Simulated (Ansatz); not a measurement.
Crystal: HgTe (Coloradoite).

```
CELL_PARAMETERS angstrom
0.00000 3.21450 3.21450
3.21450 0.00000 3.21450
3.21450 3.21450 0.00000
ATOMIC_POSITIONS crystal
Hg 0.00000 0.00000 0.00000
Te 0.75000 0.75000 0.75000
```

- Program: Ansatz 0.2.0
- Task: relaxation of cell and atoms
- Functional: revPBE
- Dispersion: D3(BJ)
- Potentials or basis: Ansatz PAW
- Cutoff: 420 eV (not typed: the program's choice for these potentials)
- k mesh: 7 × 7 × 7
- Occupations: fermi-dirac, width 0.05 eV
- Spin: no spin polarisation

At the start: volume 33.22 Å³/atom.

Task: How do energy, volume and symmetry change on relaxing?

Result: It ends after 5 steps and the volume is 34.60 Å³/atom (+4.2 %); space group F-43m (No. 216, to 0.05 Å).

The path:
| step | energy change (eV) | largest force (eV/Å) | volume (Å³) |
| --- | --- | --- | --- |
| 1 | 0.0000 | 0.0000 | 66.43 |
| 2 | -0.0096 | 0.0000 | 70.83 |
| 3 | -0.0146 | 0.0000 | 69.33 |
| 4 | -0.0146 | 0.0000 | 69.20 |
| 5 | -0.0152 | 0.0000 | 69.20 |

Final structure:
```
CELL_PARAMETERS angstrom
0.00000 3.25854 3.25854
3.25854 0.00000 3.25854
3.25854 3.25854 0.00000
ATOMIC_POSITIONS crystal
Hg 0.00000 0.00000 0.00000
Te 0.75000 0.75000 0.75000
```

Caveat: the plane-wave basis is chosen anew once the cell has moved, so the energies of steps on either side of that aren't comparable; pairwise dispersion overbinds metals, which lowers pressure and volume; the PAW data sets come from PBE, with cores solved anew for the run's functional, which leaves a small shift of forces and pressure.
